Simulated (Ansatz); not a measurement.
Crystal: Sn.

```
Sn
1.0
    -1.66644    1.70779    2.18280
     1.79387   -1.85892    2.39165
     1.69371    1.88544   -2.29756
Sn
1
Direct
  0.00000 0.00000 0.00000
```

This isn't the form of Sn at room conditions, which is tetragonal (white tin).

The cell isn't the ideal one: cell sheared at random, sigma 0.06, atoms nudged by 0.01 Å.

| Item | Value |
| --- | --- |
| Program | Ansatz 0.2.0 |
| Task | relaxation of cell and atoms |
| Functional | HSEsol |
| Potentials or basis | Ansatz PAW |
| Cutoff | 420 eV (not typed: the program's choice for these potentials) |
| k mesh | 5 × 5 × 5 |
| Occupations | fermi-dirac, width 0.05 eV |
| Spin | no spin polarisation |

At the start: volume 28.61 Å³/atom.

**Question.** How do energy, volume and symmetry change on relaxing?

**Answer.** It ends after 6 steps and the volume is 26.22 Å³/atom (-8.3 %); space group Immm (No. 71, to 0.05 Å).

Step by step:
```
step  energy change (eV)  largest force (eV/Å)  volume (Å³)
   1              0.0000                0.0000        28.61
   2             -0.0512                0.0000        26.62
   3             -0.0572                0.0000        26.02
   4             -0.0577                0.0000        26.23
   5             -0.0577                0.0000        26.22
   6             -0.0573                0.0000        26.22
```

Final structure:
```
CELL_PARAMETERS angstrom
-1.58271 1.58586 2.22801
1.68383 -1.68384 2.39284
1.68857 1.78627 -2.31184
ATOMIC_POSITIONS crystal
Sn 0.00000 0.00000 0.00000
```

Caveat: the k mesh is coarse (spacing up to 0.50 Å⁻¹), so the values aren't converged, least of all with exact exchange; the plane-wave basis is chosen anew once the cell has moved, so the energies of steps on either side of that aren't comparable; the PAW data sets come from PBE, with cores solved anew for the run's functional, which leaves a small shift of forces and pressure.
